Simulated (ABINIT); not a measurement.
# LiF (Griceite): G0W0 with ABINIT, start to end, part 2 of 3

Wanted: ground state, empty states, screening and self-energy for LiF (Griceite).

ABINIT 10.8.3; PBE and many-body steps on it, plane waves. Known limits of the many-body steps: not at the basis limit.

So far. Step 2 (Ground state): The gap is direct, at Γ.

## (3) Bands along the symmetry lines

Level of this step: DFT, PBE, plane waves, norm-conserving pseudopotentials (ABINIT).

The cheap functional maps the bands first; the places of the edges decide which points the dearer methods must see.

File run.abi:

```
acell 3*1.0 Angstrom
rprim 
  0.000000000000 2.014000000000 2.014000000000
  2.014000000000 0.000000000000 2.014000000000
  2.014000000000 2.014000000000 -0.000000000000
ntypat 2
znucl 3 9
natom 2
typat 1 2
xred 
  0.000000000000 0.000000000000 0.000000000000
  0.500000000000 0.500000000000 0.500000000000
pp_dirpath "pseudos"
pseudos "Li.upf, F.upf"
ecut 36
iscf -2
irdden 1
kptopt 0
nkpt 50
kpt 
  0.00000000 0.00000000 0.00000000
  0.06250000 0.00000000 0.06250000
  0.12500000 0.00000000 0.12500000
  0.18750000 0.00000000 0.18750000
  0.25000000 0.00000000 0.25000000
  0.31250000 0.00000000 0.31250000
  0.37500000 0.00000000 0.37500000
  0.43750000 0.00000000 0.43750000
  0.50000000 0.00000000 0.50000000
  0.51562500 0.03125000 0.51562500
  0.53125000 0.06250000 0.53125000
  0.54687500 0.09375000 0.54687500
  0.56250000 0.12500000 0.56250000
  0.57812500 0.15625000 0.57812500
  0.59375000 0.18750000 0.59375000
  0.60937500 0.21875000 0.60937500
  0.62500000 0.25000000 0.62500000
  0.37500000 0.37500000 0.75000000
  0.32812500 0.32812500 0.65625000
  0.28125000 0.28125000 0.56250000
  0.23437500 0.23437500 0.46875000
  0.18750000 0.18750000 0.37500000
  0.14062500 0.14062500 0.28125000
  0.09375000 0.09375000 0.18750000
  0.04687500 0.04687500 0.09375000
  0.00000000 0.00000000 0.00000000
  0.06250000 0.06250000 0.06250000
  0.12500000 0.12500000 0.12500000
  0.18750000 0.18750000 0.18750000
  0.25000000 0.25000000 0.25000000
  0.31250000 0.31250000 0.31250000
  0.37500000 0.37500000 0.37500000
  0.43750000 0.43750000 0.43750000
  0.50000000 0.50000000 0.50000000
  0.50000000 0.46875000 0.53125000
  0.50000000 0.43750000 0.56250000
  0.50000000 0.40625000 0.59375000
  0.50000000 0.37500000 0.62500000
  0.50000000 0.34375000 0.65625000
  0.50000000 0.31250000 0.68750000
  0.50000000 0.28125000 0.71875000
  0.50000000 0.25000000 0.75000000
  0.50000000 0.21875000 0.71875000
  0.50000000 0.18750000 0.68750000
  0.50000000 0.15625000 0.65625000
  0.50000000 0.12500000 0.62500000
  0.50000000 0.09375000 0.59375000
  0.50000000 0.06250000 0.56250000
  0.50000000 0.03125000 0.53125000
  0.50000000 0.00000000 0.50000000
istwfk *1
nband 12
nbdbuf 2
tolwfr 1e-08
nstep 40
prtwf 0
prtvol 0
indata_prefix "in"
outdata_prefix "out"
tmpdata_prefix "tmp"
```

Command:

```sh
$ OMP_NUM_THREADS=1 mpirun -n 8 abinit run.abi > log
```

Numbers of over 12 decimals in the logs are rounded to 6 here.

Output:

```text
.Version 10.8.3 of ABINIT. v10.8.2 released Aug 2026.

 Symmetries : space group Fm -3 m (#225); Bravais cF (face-center cubic)
[... echo of the input left out ...]
== DATASET  1 ==================================================================
-   mpi_nproc: 8, omp_nthreads: 1 (-1 if OMP is not activated)

--- !DatasetInfo
iteration_state: {dtset: 1, }
dimensions: {natom: 2, nkpt: 50, mband: 12, nsppol: 1, nspinor: 1, nspden: 1, mpw: 1159, }
cutoff_energies: {ecut:  36.0, pawecutdg:  -1.0, }
electrons: {nelect:   1.00000000E+01, charge:   0.00000000E+00, occopt:   1.00000000E+00, tsmear:   1.00000000E-02, }

 Real(R)+Recip(G) space primitive vectors, cartesian coordinates (Bohr,Bohr^-1):
 R(1)=  0.0000000  3.8059084  3.8059084  G(1)= -0.1313747  0.1313747  0.1313747
 R(2)=  3.8059084  0.0000000  3.8059084  G(2)=  0.1313747 -0.1313747  0.1313747
 R(3)=  3.8059084  3.8059084  0.0000000  G(3)=  0.1313747  0.1313747 -0.1313747
 Unit cell volume ucvol=  1.1025670E+02 bohr^3
 Angles (23,13,12)=  6.00000000E+01  6.00000000E+01  6.00000000E+01 degrees

 getcut: wavevector=  0.0000  0.0000  0.0000  ngfft=  30  30  30
         ecut(hartree)=     36.000   => boxcut(ratio)=   2.06592

--- Pseudopotential description ------------------------------------------------
- Li Generated using ONCVPSP code by D. R. Hamann
-  3.00000   3.00000  171031                  znucl, zion, pspdat
12 -101130 1 -1 1944                          pspcod,pspxc,lmax,lloc,mmax
     nproj     2     2     0
  pspatm : epsatm=    2.74360059
         --- l  ekb(1:nproj) -->
             0   -4.951544   -1.544797
             1   -2.250661   -0.474685
 pspatm: atomic psp has been read  and splines computed

- F Generated using ONCVPSP code by D. R. Hamann
-  9.00000   7.00000  171031                  znucl, zion, pspdat
12 -101130 2 -1 832                           pspcod,pspxc,lmax,lloc,mmax
     nproj     2     2     1
  pspatm : epsatm=    4.87625608
         --- l  ekb(1:nproj) -->
             0    6.519403    1.070094
[...]
2   -2.441503
 pspatm: atomic psp has been read  and splines computed

--------------------------------------------------------------------------------

================================================================================
 prteigrs : about to open file out_EIG
 Non-SCF case, kpt    1 (  0.00000  0.00000  0.00000), residuals and eigenvalues=
  1.01E-09  5.13E-09  2.60E-09  1.11E-09  8.69E-09  1.41E-09  9.90E-09  7.00E-09
  1.85E-09  5.34E-09  6.62E-09  9.18E-09
 -1.5368E+00 -7.6691E-01 -3.5793E-02 -3.5793E-02 -3.5793E-02  2.9916E-01
  8.4586E-01  8.4586E-01  8.4586E-01  8.6111E-01  8.6111E-01  8.6111E-01
 Non-SCF case, kpt    2 (  0.06250  0.00000  0.06250), residuals and eigenvalues=
  7.00E-10  3.41E-09  2.30E-09  9.27E-10  3.83E-09  4.76E-09  3.59E-09  3.69E-09
  1.57E-09  1.30E-09  2.62E-09  8.07E-09
 -1.5367E+00 -7.6616E-01 -3.9580E-02 -3.7234E-02 -3.7234E-02  3.0512E-01
[...]
Non-SCF case, kpt    3 (  0.12500  0.00000  0.12500), residuals and eigenvalues=
  1.03E-09  1.65E-09  4.83E-09  2.59E-09  8.93E-09  7.28E-09  2.62E-09  4.56E-09
  9.81E-10  6.45E-09  2.43E-08  1.31E-07
[...]
Non-SCF case, kpt   49 (  0.50000  0.03125  0.53125), residuals and eigenvalues=
[...]
Non-SCF case, kpt   50 (  0.50000  0.00000  0.50000), residuals and eigenvalues=
[...]
-1.5341E+00 -7.4133E-01 -1.4541E-01 -7.2167E-02 -7.2167E-02  5.0889E-01
  5.7222E-01  6.0688E-01  7.0865E-01  7.0865E-01  1.1915E+00  1.3727E+00

--- !ResultsGS
iteration_state: {dtset: 1, }
comment   : Summary of ground state results
lattice_vectors:
- [  0.0000000,   3.8059084,   3.8059084, ]
- [  3.8059084,   0.0000000,   3.8059084, ]
- [  3.8059084,   3.8059084,  -0.0000000, ]
lattice_lengths: [   5.38237,    5.38237,    5.38237, ]
lattice_angles: [ 60.000,  60.000,  60.000, ] # degrees, (23, 13, 12)
lattice_volume:   1.1025670E+02
convergence: {deltae:  0.000E+00, res2:  0.000E+00, residm:  9.983E-09, diffor:  0.000E+00, }
etotal    :  -3.19907614E+01
entropy   :   0.00000000E+00
fermie    :  -3.57929276E-02
cartesian_stress_tensor: null
pressure_GPa: null
xred      :
- [  0.0000E+00,   0.0000E+00,   0.0000E+00, Li]
- [  5.0000E-01,   5.0000E-01,   5.0000E-01,  F]
cartesian_forces: null
force_length_stats: {min: null, max: null, mean: null, }

 Integrated electronic density in atomic spheres:
 ------------------------------------------------
 Atom  Sphere_radius  Integrated_density
[...]
================================================================================

 ----iterations are completed or convergence reached----

 Mean square residual over all n,k,spin=   34.951E-10; max=  99.834E-10
 reduced coordinates (array xred) for    2 atoms
       0.000000000000      0.000000000000      0.000000000000
       0.500000000000      0.500000000000      0.500000000000

 cartesian coordinates (angstrom) at end:
[...]
length scales=  1.889726125908  1.889726125908  1.889726125908 bohr
              =  1.000000000000  1.000000000000  1.000000000000 angstroms
 prteigrs : about to open file out_EIG
 Eigenvalues (hartree) for nkpt=  50  k points:
 kpt#   1, nband= 12, wtk=  1.00000, kpt=  0.0000  0.0000  0.0000 (reduced coord)
[...]
kpt#   2, nband= 12, wtk=  1.00000, kpt=  0.0625  0.0000  0.0625 (reduced coord)
[...]
kpt#   3, nband= 12, wtk=  1.00000, kpt=  0.1250  0.0000  0.1250 (reduced coord)
[...]
kpt#  49, nband= 12, wtk=  1.00000, kpt=  0.5000  0.0313  0.5313 (reduced coord)
  -1.53409   -0.74137   -0.14480   -0.07300   -0.07190    0.50895    0.56927    0.60688
   0.70719    0.71517    1.19294    1.37836
 kpt#  50, nband= 12, wtk=  1.00000, kpt=  0.5000  0.0000  0.5000 (reduced coord)
  -1.53409   -0.74133   -0.14541   -0.07217   -0.07217    0.50889    0.57222    0.60688
   0.70865    0.70865    1.19154    1.37274

== END DATASET(S) ==============================================================
================================================================================

 -outvars: echo values of variables after computation  --------
            nband          12
             nkpt          50
          spgroup         225
 [... the other variables as echoed above ...]

 Calculation completed.
```

The job ended after 2.8 s (8 MPI ranks of Arm Neoverse V1, shared host; peak memory 0.07 GiB; 21 s of CPU time).

Numbers from this step:

```
gap                        : 9.114 eV
k of the valence top       : 0.0469, 0.0469, 0.0938
k of the conduction bottom : 0, 0, 0
least direct gap           : 9.114 eV
```

The gap is 9.114 eV, −0.001 eV from the run before at this level.

Electronic bands along the path, in eV, zero at the top of the highest filled band; v1 is the highest filled band, c1 the lowest empty one:

```
    point      v4     v3     v2     v1     c1     c2     c3     c4
        Γ  -19.90   0.00   0.00   0.00   9.11  23.99  23.99  23.99
  halfway  -19.59  -1.42  -0.51  -0.51  11.43  18.82  19.77  20.65
        X  -19.20  -2.98  -0.99  -0.99  14.82  16.54  17.49  20.26
  halfway  -19.21  -2.85  -1.17  -0.92  14.84  15.87  17.71  20.08
        U  -19.24  -2.48  -1.55  -0.73  14.53  14.92  18.45  19.69
jump to K  -19.24  -2.48  -1.55  -0.73  14.53  14.92  18.45  19.69
  halfway  -19.59  -1.49  -0.75  -0.09  11.11  17.01  19.96  20.21
        Γ  -19.90   0.00   0.00   0.00   9.11  23.99  23.99  23.99
  halfway  -19.69  -1.36  -0.12  -0.12  10.38  17.98  20.59  20.59
        L  -19.46  -2.50  -0.23  -0.23  10.83  16.74  18.94  18.94
  halfway  -19.35  -2.31  -1.22  -0.48  12.56  15.76  19.00  19.20
        W  -19.23  -2.06  -2.06  -0.79  15.08  15.08  17.48  19.28
  halfway  -19.21  -2.73  -1.32  -0.89  14.86  15.76  17.49  19.75
        X  -19.20  -2.98  -0.99  -0.99  14.82  16.54  17.49  20.26
```

The electronic bands as a text plot (rows in eV, shown from -8.0 to 15.1 only):

```
   14.6 |          +++++++++                             ++++++++
   13.7 |         +        +                           ++
   12.7 |       ++          ++                        +
   11.7 |     ++              ++                    ++
   10.8 |    +                  +++         ++++++++
    9.8 |  ++                      ++    +++
    8.9 |++                          ++++
    7.9 |
    6.9 |
    6.0 |
    5.0 |
    4.0 |
    3.1 |
    2.1 |
    1.1 |
    0.2 |****                 **********************
   -0.8 |  **************************    ***      ***************
   -1.7 |     ****       ********           ****       *******
   -2.7 |         *********                     ********   ******
   -3.7 |
   -4.6 |
   -5.6 |
   -6.6 |
   -7.5 |
         Γ           X  U|K            Γ         L        W     X
```

## (4) Empty states on the mesh, 8×8×8 mesh, 102 bands

The sums over transitions need many empty states on a uniform mesh; this step solves for them.

File run.abi:

```
acell 3*1.0 Angstrom
rprim 
  0.000000000000 2.014000000000 2.014000000000
  2.014000000000 0.000000000000 2.014000000000
  2.014000000000 2.014000000000 -0.000000000000
ntypat 2
znucl 3 9
natom 2
typat 1 2
xred 
  0.000000000000 0.000000000000 0.000000000000
  0.500000000000 0.500000000000 0.500000000000
pp_dirpath "pseudos"
pseudos "Li.upf, F.upf"
ecut 36
ngkpt 8 8 8
nshiftk 1
shiftk 0 0 0
kptopt 1
chksymbreak 0
irdden 1
istwfk *1
nband 102
prtvol 0
optdriver 6
gwr_task "HDIAGO"
paral_kgb 0
occopt 1
indata_prefix "in"
outdata_prefix "out"
tmpdata_prefix "tmp"
```

Output:

```text
[banner, memory and clock lines left out]
.Version 10.8.3 of ABINIT. v10.8.2 released Aug 2026.

 Symmetries : space group Fm -3 m (#225); Bravais cF (face-center cubic)
[... echo of the input left out ...]
== DATASET  1 ==================================================================
-   mpi_nproc: 8, omp_nthreads: 1 (-1 if OMP is not activated)

--- !DatasetInfo
iteration_state: {dtset: 1, }
dimensions: {natom: 2, nkpt: 29, mband: 102, nsppol: 1, nspinor: 1, nspden: 1, mpw: 1158, }
cutoff_energies: {ecut:  36.0, pawecutdg:  -1.0, }
electrons: {nelect:   1.00000000E+01, charge:   0.00000000E+00, occopt:   1.00000000E+00, tsmear:   1.00000000E-02, }

.Using double precision arithmetic; gwpc =  8

- Reading GS density from: in_DEN

--- Pseudopotential description ------------------------------------------------
- Li Generated using ONCVPSP code by D. R. Hamann
-  3.00000   3.00000  171031                  znucl, zion, pspdat
12 -101130 1 -1 1944                          pspcod,pspxc,lmax,lloc,mmax
     nproj     2     2     0
  pspatm : epsatm=    2.74360059
         --- l  ekb(1:nproj) -->
             0   -4.951544   -1.544797
             1   -2.250661   -0.474685
 pspatm: atomic psp has been read  and splines computed

- F Generated using ONCVPSP code by D. R. Hamann
-  9.00000   7.00000  171031                  znucl, zion, pspdat
12 -101130 2 -1 832                           pspcod,pspxc,lmax,lloc,mmax
     nproj     2     2     1
  pspatm : epsatm=    4.87625608
         --- l  ekb(1:nproj) -->
             0    6.519403    1.070094
             1   -3.955629   -1.291931
             2   -2.441503
 pspatm: atomic psp has been read  and splines computed

   7.61985667E+01                                ecore*ucvol(ha*bohr**3)

 Total charge density [el/Bohr^3]
)     Maximum=    2.7954E+00  at reduced coord.    0.0000    0.0000    0.0000
)     Minimum=    5.6152E-03  at reduced coord.    0.2667    0.2333    0.2333
   Integrated=    1.0000E+01

 === KS gaps after direct diagonalization ===
 Direct band gap semiconductor
 Fundamental gap:     9.115 (eV)
   VBM:    -0.974 (eV) at k: [ 0.0000E+00,  0.0000E+00,  0.0000E+00]
   CBM:     8.141 (eV) at k: [ 0.0000E+00,  0.0000E+00,  0.0000E+00]
 Direct gap:         9.115 (eV) at k: [ 0.0000E+00,  0.0000E+00,  0.0000E+00]

== END DATASET(S) ==============================================================

 -outvars: echo values of variables after computation  --------
           etotal      0.0000000000E+00
            nband         102
             nkpt          29
          spgroup         225
 [... the other variables as echoed above ...]

 Calculation completed.
```

Run time: 8.6 s. Hardware: 8 MPI ranks; peak memory 1 GiB; 68 s of CPU time.

This step gave:

```
gap                                                           : 9.115 eV
k of the valence top                                          : 0, 0, 0
k of the conduction bottom                                    : 0, 0, 0
least direct gap                                              : 9.115 eV
k points computed                                             : 29
lowest point of the top converged band, above the valence top : 169.8121 eV
```

On this mesh the gap is 9.115 eV.

## (5) Screening, 8×8×8 mesh, 94 bands, screening to 239.5 eV

The RPA dielectric matrix is built and inverted for each q.

This step: RPA screening on PBE, plane waves, norm-conserving pseudopotentials.

run.abi: that of step 4 with these lines changed.

```diff
@@ -20,10 +20,11 @@
 chksymbreak 0
-irdden 1
 istwfk *1
-nband 102
-prtvol 0
-optdriver 6
-gwr_task "HDIAGO"
-paral_kgb 0
 occopt 1
+irdwfk 1
+optdriver 3
+nband 94
+ecuteps 8.8
+inclvkb 2
+awtr 1
+symchi 1
 indata_prefix "in"
```

Output:

```text
.Version 10.8.3 of ABINIT. v10.8.2 released Aug 2026.

 Symmetries : space group Fm -3 m (#225); Bravais cF (face-center cubic)
[... echo of the input left out ...]
== DATASET  1 ==================================================================
-   mpi_nproc: 8, omp_nthreads: 1 (-1 if OMP is not activated)

--- !DatasetInfo
iteration_state: {dtset: 1, }
dimensions: {natom: 2, nkpt: 29, mband: 94, nsppol: 1, nspinor: 1, nspden: 1, mpw: 1158, }
cutoff_energies: {ecut:  36.0, pawecutdg:  -1.0, }
electrons: {nelect:   1.00000000E+01, charge:   0.00000000E+00, occopt:   1.00000000E+00, tsmear:   1.00000000E-02, }

 SCREENING: Calculation of the susceptibility and dielectric matrices

 Based on a program developped by R.W. Godby, V. Olevano, G. Onida, and L. Reining.
 Incorporated in ABINIT by V. Olevano, G.-M. Rignanese, and M. Torrent.
.Using double precision arithmetic ; gwpc =  8

[... cell and pseudopotentials left out ...]
--------------------------------------------------------------------------------

 ==== K-mesh for the wavefunctions ====
 Number of points in the irreducible wedge :    29
[... list of points left out ...]
 Together with 48 symmetry operations and time-reversal symmetry
 yields   512 points in the full Brillouin Zone.

 ==== Q-mesh for the screening function ====
 Number of points in the irreducible wedge :    29
[... list of points left out ...]
 Together with 48 symmetry operations and time-reversal symmetry
 yields   512 points in the full Brillouin Zone.

 setmesh: FFT mesh size selected  =    24x   24x   24
          total number of points  =        13824

 vcoul_init : cutoff-mode = AUXILIARY_FUNCTION
 q-points for optical limit:   1
     1)      0.000010    0.000020    0.000030

- screening: taking advantage of time-reversal symmetry
- Maximum band index for partially occupied states nbvw = 5
- Remaining bands to be divided among processors   nbcw = 89
- Number of bands treated by each node ~11

 Number of electrons calculated from density =   10.0000; Expected =   10.0000
 average of density, n =  0.090697
 r_s =    1.3807
 omega_plasma =   29.0505 [eV]

 calculating chi0 at frequencies [eV] :
  1    0.000000E+00    0.000000E+00
  2    0.000000E+00    2.905047E+01

--------------------------------------------------------------------------------
  q-point number  1        q = ( 0.000000, 0.000000, 0.000000) [r.l.u.]
--------------------------------------------------------------------------------
[... chi0 elements left out ...]
 For q-point:  0.000010 0.000020 0.000030
  dielectric constant =   1.9674
  dielectric constant without local fields =   2.0778

  Average fulfillment of the sum rule on Im[epsilon] for q-point    1 :     80.06  [%]
[... wings left out ...]
  q-point number  2        q = ( 0.125000, 0.000000, 0.000000) [r.l.u.]
--------------------------------------------------------------------------------
[... chi0 elements left out ...]
  Average fulfillment of the sum rule on Im[epsilon] for q-point    2 :     93.60  [%]

 [... 27 further q-points ...]
```

It took 1.8 min on 8 MPI ranks; peak memory 1.7 GiB.

This step gave:

```yaml
eps_infinity_with_local_fields_on_this_mesh_along_the_program_s_q_direction: 1.967
the_same_without_local_fields: 2.078
plasma_frequency: 29.05 eV
plane_waves_in_the_screening_matrix: 137
```

Local fields lower ε∞ by 5 %.

(Part 2 of 3 ends here.)

[Paths, hosts, dates, memory and timing lines, banners, echoed tables and standing remarks are left out of the program output.]

[Logs are printed without paths, hosts, clocks, repeated set-up lines and the standing remarks that a program may print on its own settings, such as how far it seeks lower states.]

[Runs of the session that timed out or met a known fault of the program may be left out.]

[Hosts, paths, dates, database ids (printed as entryN), source tags and the programs' standing remarks are cut or masked in the printed files.]

[G0W0 gaps are taken among the corrected bands and points alone; a level outside them can change the order at an edge.]

[Where Ansatz stands beside ABINIT at settings called matched, ABINIT's density can come from a denser mesh and the files from another edition; pairs whose starting gaps differed by over 0.03 eV were left out, so agreement reads better than it is.]
